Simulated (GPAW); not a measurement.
AlN:

```xyz
4
Lattice="3.1130 0.0000 0.0000 -1.5565 2.6959 0.0000 0.0000 0.0000 4.9810" Properties=species:S:1:pos:R:3 pbc="T T T"
Al    1.5565    0.8986    2.4905
Al    0.0000    1.7973    0.0000
N     1.5565    0.8986    4.3833
N     0.0000    1.7973    1.8928
```

| Quantity | Value |
| --- | --- |
| Program | GPAW 26.7.0 |
| Task | relaxation of cell and atoms |
| Functional | PBEint |
| Potentials or basis | PAW data sets generated in the run's folder for this functional |
| Cutoff | 800 eV |
| Basis | pw |
| k mesh | 7 × 7 × 4 |
| Occupations | fermi-dirac, width 0.05 eV |
| Spin | no spin polarisation |

At the start: pressure 3.1 GPa; volume 10.45 Å³/atom.

Problem. Where does the relaxation end?

Solution. Over 20 steps the energy falls by 2.5 meV/atom and the volume is 10.60 Å³/atom (+1.4 %); space group P6_3mc (No. 186, to 0.05 Å).

Step by step:
| step | energy change (eV) | largest force (eV/Å) | pressure (GPa) | volume (Å³) |
| --- | --- | --- | --- | --- |
| 1 | 0.0000 | 0.1400 | 3.10 | 41.80 |
| 2 | -0.0021 | 0.0980 | 2.76 | 41.87 |
| 3 | -0.0051 | 0.0295 | 2.14 | 41.99 |
| 4 | -0.0075 | 0.0403 | 1.31 | 42.16 |
| 5 | -0.0090 | 0.0820 | 0.37 | 42.35 |
| 6 | -0.0091 | 0.0765 | 0.36 | 42.35 |
| 7 | -0.0092 | 0.0658 | 0.34 | 42.36 |
| 8 | -0.0094 | 0.0506 | 0.31 | 42.36 |
| 9 | -0.0096 | 0.0319 | 0.28 | 42.37 |
| 10 | -0.0097 | 0.0109 | 0.24 | 42.38 |
| 11 | -0.0098 | 0.0107 | 0.19 | 42.39 |
| 12 | -0.0099 | 0.0105 | 0.19 | 42.39 |
| 13 | -0.0099 | 0.0101 | 0.18 | 42.39 |
| 14 | -0.0099 | 0.0096 | 0.18 | 42.39 |
| 15 | -0.0099 | 0.0089 | 0.17 | 42.39 |
| 16 | -0.0099 | 0.0081 | 0.17 | 42.39 |
| 17 | -0.0099 | 0.0071 | 0.16 | 42.40 |
| 18 | -0.0099 | 0.0061 | 0.15 | 42.40 |
| 19 | -0.0099 | 0.0048 | 0.14 | 42.40 |
| 20 | -0.0099 | 0.0033 | 0.13 | 42.40 |

Final structure:
```xyz
4
Lattice="3.1275 0.0000 0.0000 -1.5638 2.7085 0.0000 0.0000 0.0000 5.0056" Properties=species:S:1:pos:R:3 pbc="T T T"
Al    1.5638    0.9028    2.4980
Al    0.0000    1.8057   -0.0048
N     1.5638    0.9028    4.4097
N     0.0000    1.8057    1.9069
```

Caveat: later steps reuse the first step's grids.
